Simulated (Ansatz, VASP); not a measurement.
# One calculation of MgS, two programs

File INCAR:

```
SYSTEM = MgS
  PREC = Accurate
  ENCUT = 520
  EDIFF = 1E-6
  ISMEAR = 0
  SIGMA = 0.02
  LREAL = .False.
  LASPH = .True.
  NELM = 100
  ALGO = Normal
  ISIF = 2
  LWAVE = .False.
  LCHARG = .False.
  NBANDS = 11
```

File KPOINTS:

```
Automatic mesh
0
Gamma
  8 8 8
  0 0 0
```

POSCAR

```
MgS
1.0
    0.0000000000      2.7969341207      2.7969341207
    2.7969341207      0.0000000000      2.7969341207
    2.7969341207      2.7969341207      0.0000000000
Mg S
1 1
Direct
    0.0000000000      0.0000000000      0.0000000000
    0.2500000000      0.2500000000      0.2500000000
```

Input for Ansatz:

```yaml
crystal:
  lattice:
    - [0.0, 2.7969341207, 2.7969341207]
    - [2.7969341207, 0.0, 2.7969341207]
    - [2.7969341207, 2.7969341207, 0.0]
  atoms:
    - { symbol: Mg, position: [0.0, 0.0, 0.0] }
    - { symbol: S, position: [0.25, 0.25, 0.25] }
basis:
  ecutwfc: 420
kpoints:
  mp_grid: { grid: [8, 8, 8] }
  band_path:
    path:
      - [[0.0, 0.0, 0.0], [-0.5, -0.5, 0.0], [-0.375, -0.375, 0.25]]
      - [[-0.375, 0.0, 0.375], [0.0, 0.0, 0.0], [0.0, 0.0, 0.5], [-0.5, -0.25, 0.25], [-0.5, -0.5, 0.0]]
    npoints: 10
hamiltonian:
  xc: lda
scf:
  occupations: { method: gaussian, width: 0.02 }
  n_extra_bands: 7
output:
  forces: true
  stress: true
  eigenvalues: true
```

Alike in both runs: task single point; functional LDA; k mesh 8 × 8 × 8; occupations gaussian, width 0.02 eV; no spin polarisation.

```csv
,VASP,Ansatz
version,VASP 6.6.1,Ansatz 0.2.0
potentials or method,"VASP PAW LDA potentials, release 64 (Mg, S)","scalar-relativistic, plane waves, PAW"
plane-wave cutoff (eV),520,420
valence electrons in the cell,8,16
```

Ansatz gave:

* gap on the k mesh at the Fermi level (eV): 3.37
* least direct gap on the mesh (eV): 3.37
* pressure (GPa): 0.0

Problem. What did VASP give for the same quantities?

Solution. gap on the k mesh at the Fermi level (eV): 3.38; least direct gap on the mesh (eV): 3.38; pressure (GPa): -0.3.

The two sets of potentials don't hold the same shells in valence.

A k mesh can miss the band edges. LDA gaps usually lie below the measured ones, often by a third to a half.
